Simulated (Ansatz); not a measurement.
# TiNi: a single-point run

Aim: a sound single-point run of TiNi. The structure is shown as the input types it.

Program: Ansatz 0.2.0. Level of theory: DFT, r2SCAN, PAW with Ansatz's default frozen-core files, scalar-relativistic. These are calculated values, not measurements.

**1. Starting point**

The structure is cubic, space group Pm-3m (No. 221). The conventional cell has a = 2.703 Å, b = 2.703 Å, c = 2.703 Å, α = 90.00°, β = 90.00°, γ = 90.00°. Around Ti (site symmetry m-3m) lie 8 Ni at 2.34 Å. Around Ni (site symmetry m-3m) lie 8 Ti at 2.34 Å.

Coordinates:

```cif
data_structure
_symmetry_space_group_name_H-M 'P 1'
_symmetry_Int_Tables_number 1
_cell_length_a 2.7027
_cell_length_b 2.7027
_cell_length_c 2.7027
_cell_angle_alpha 90.000
_cell_angle_beta 90.000
_cell_angle_gamma 90.000
_cell_volume 19.74
loop_
_atom_site_label
_atom_site_type_symbol
_atom_site_fract_x
_atom_site_fract_y
_atom_site_fract_z
_atom_site_occupancy
Ti1 Ti 0.50000 0.50000 0.50000 1
Ni1 Ni 0.00000 0.00000 0.00000 1
```

**2. Input and run**

The input, input.yaml:

```yaml
crystal:
  lattice:
    - [2.7027182738, 0.0, 0.0]
    - [0.0, 2.7027182738, 0.0]
    - [0.0, 0.0, 2.7027182738]
  atoms:
    - { symbol: Ti, position: [0.5, 0.5, 0.5] }
    - { symbol: Ni, position: [0.0, 0.0, 0.0] }
kpoints:
  mp_grid: { grid: [11, 11, 11] }
scf:
  occupations: { method: fermi_dirac, width: 0.05 }
  max_iter: many
hamiltonian:
  xc: r2scan
  pseudopotentials: { kind: paw }
output:
  forces: true
  stress: true
  eigenvalues: true
```

On the command line:

```console
> ansatz run input.yaml --threads 1 --pin off --max-ram 3072MiB --backend cpu --events-out ev --progress --plain --runs-dir out
```

Output:

```text
Error: YAML parse error: error: line 13 column 13: invalid u64
  --> <input>:13:13
   |
11 | scf:
12 |   occupations: { method: fermi_dirac, width: 0.05 }
13 |   max_iter: many
   |             ^ invalid u64
14 | hamiltonian:
15 |   xc: r2scan
   |
```

Run time: 0.02 s. Hardware: 1 thread of Arm Neoverse V1, shared host; peak memory 0.021 GiB.

**3. Reading the log**

Nothing was computed: the input was turned down at the start. Its message: «line 13 column 13: invalid u64»

Look at the input: scf.max_iter is many. The parser can't turn the typed value into what the key holds.

Remedy: delete scf.max_iter (the default then holds).

**4. Second try**

Changes to input.yaml since step 2:

```diff
@@ -12,3 +12,2 @@
   occupations: { method: fermi_dirac, width: 0.05 }
-  max_iter: many
 hamiltonian:
```

On the command line:

```console
> ansatz run input.yaml --threads 1 --pin off --max-ram 3072MiB --backend cpu --events-out ev --progress --plain --runs-dir out
```

From the output:

```text
[...]
Basis set: ecut = 500 eV, 485 PW (Γ), exchange–correlation on 80×80×80 points (64 copies of the dense FFT grid, shifted against one another)
[...]
k-points: 56 of 1331
[...]
SCF iter   1: F=—  HF=-8348.593068 eV  |F-HF|=—  |Δ(HF+E_count)|=         —  Δρ=3.75e-2  dr2=3.03e-1  dr2_τ=1.14e-1  ethr=1.77e-3  ⟨swp⟩=4.3  Hψ=4164  notcnv=0
preconditioner: auto → none  [metal: Δε(μ)=0.019 eV  Ē_g=15.222 eV  σ=0.050 eV  W_gap=0.10  n_scr=6 (ndim 8)  ℏωp=37.4 eV  f_vac=0.000  D(μ)=2.79/eV (n_scr^D=32)  sad-step TF]
SCF iter   2: F=—  HF=-8348.734912 eV  |F-HF|=—  |Δ(HF+E_count)|=   1.42e-1  Δρ=4.32e-2  dr2=2.21e-1  dr2_τ=7.44e-3  ethr=1.01e-3  ⟨swp⟩=3.3  Hψ=2258  notcnv=0
[...]
SCF iter   7: F=—  HF=-8348.711586 eV  |F-HF|=—  |Δ(HF+E_count)|=   4.62e-6  Δρ=1.07e-4  dr2=1.83e-6  dr2_τ=1.57e-8  ethr=1.09e-7  ⟨swp⟩=1.2  Hψ=1089  notcnv=0
SCF iter   8: F=-8348.711585 eV  HF=-8348.711585 eV  |F-HF|=5.79e-9  |Δ(HF+E_count)|=   1.03e-7  Δρ=8.07e-6  dr2=8.12e-9  dr2_τ=3.86e-10  ethr=3.33e-10  ⟨swp⟩=4.1  Hψ=4606  notcnv=0
[...]
SCF converged after 8 iterations
Free energy (F): -8348.711585 eV
[...]
E sigma→0 (E₀):  -8348.700684 eV
[...]
Fermi energy:    23.315303 eV
[...]
  P = ⅓ Tr σ = 96.1819 GPa (961.819 kbar)
[...]
```

Wall time 3.6 s (1 thread of Arm Neoverse V1, shared host); peak memory 0.34 GiB.

**5. Results**

| quantity | value |
| --- | --- |
| first try | refused |
| cause | value of the wrong kind |
| second try | converged, 8 SCF cycles |
| energy (zero set by the potentials) | -8348.7116 eV |
| pressure | 96.18 GPa |
| gap on the mesh | none (metal on this mesh) |
| largest force | 0.000 eV/Å |

What this shows: The second try converges in 8 SCF cycles. The structure is not at rest: the sound run finds 96 GPa, so these are no properties of the relaxed crystal. 
